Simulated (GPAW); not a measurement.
Set up this calculation in GPAW 26.7.0, as an ASE script.

| Property | Result |
| --- | --- |
| Task | equation of state |
| Functional | r2SCAN |
| Potentials or basis | GPAW PAW data sets (gpaw-data 1.2.1) |
| Cutoff | 600 eV |
| Basis | pw |
| k mesh | 6 × 6 × 6 |
| Occupations | fermi-dirac, width 0.05 eV |
| Spin | collinear spin, ferromagnetic start |
| Starting moments | [2.0, 2.0, 2.0, 1.0] μB |
| Maxiter | 150 |
| Eos scales | [0.94, 0.96, 0.98, 1.0, 1.02, 1.04, 1.06] |

Crystal: TiCo3.

```
CELL_PARAMETERS angstrom
3.57100 0.00000 0.00000
0.00000 3.57100 0.00000
0.00000 0.00000 3.57100
ATOMIC_POSITIONS crystal
Co 0.50000 0.50000 0.00000
Co 0.50000 0.00000 0.50000
Co 0.00000 0.50000 0.50000
Ti 0.00000 0.00000 0.00000
```

These files were run (other wordings do the same):

run.py

```python
from ase import Atoms
from ase.eos import EquationOfState
from ase.io import Trajectory
from ase.units import GPa
from gpaw import GPAW, PW

atoms = Atoms(['Co', 'Co', 'Co', 'Ti'],
              cell=[[3.571, 0.0, 0.0],
                    [0.0, 3.571, 0.0],
                    [0.0, 0.0, 3.571]],
              scaled_positions=[[0.5, 0.5, 0.0],
                                [0.5, 0.0, 0.5],
                                [0.0, 0.5, 0.5],
                                [0.0, 0.0, 0.0]],
              pbc=True)
atoms.set_initial_magnetic_moments([2.0, 2.0, 2.0, 1.0])

traj = Trajectory('eos.traj', 'w')
volumes, energies = [], []
for x in [0.94, 0.96, 0.98, 1.0, 1.02, 1.04, 1.06]:
    a = atoms.copy()
    a.set_cell(atoms.cell * x**(1 / 3), scale_atoms=True)
    calc = GPAW(mode=PW(600),
                xc='MGGA_X_R2SCAN+MGGA_C_R2SCAN',
                kpts={'size': (6, 6, 6), 'gamma': True},
                occupations={'name': 'fermi-dirac', 'width': 0.05},
                nbands=39,
                convergence={'density': 1e-05, 'energy': 1e-05},
                maxiter=150,
                txt=f'eos-{x:.2f}.txt')
    a.calc = calc
    energies.append(a.get_potential_energy(force_consistent=True))
    volumes.append(a.get_volume())
    p = -a.get_stress()[:3].mean() / GPa
    calc.write(f'eos-{x:.2f}.gpw')
    traj.write(a)
    print(f'{x:.2f} {volumes[-1]:10.4f} A^3 {energies[-1]:14.6f} eV {p:9.3f} GPa', flush=True)

v0, e0, B = EquationOfState(volumes, energies, eos='birchmurnaghan').fit()
print(f'V0 = {v0:.4f} A^3, E0 = {e0:.6f} eV, B0 = {B / GPa:.2f} GPa')
```

Potentials or basis: GPAW PAW data sets (gpaw-data 1.2.1), pw.

Launch:

```bash
$ OMP_NUM_THREADS=1 python run.py
```

It gave:

```yaml
Equilibrium_volume: "11.61 Å³/atom (rough: see the caveat)"
Bulk_modulus: 204 GPa (rough)
```

Caveat: the points scatter about the fit; the PAW data sets were made with another functional, which shifts forces and pressure a little.

It took 20 min on 1 thread of Arm Neoverse V2, on a shared host, peak memory 1.1 GiB.
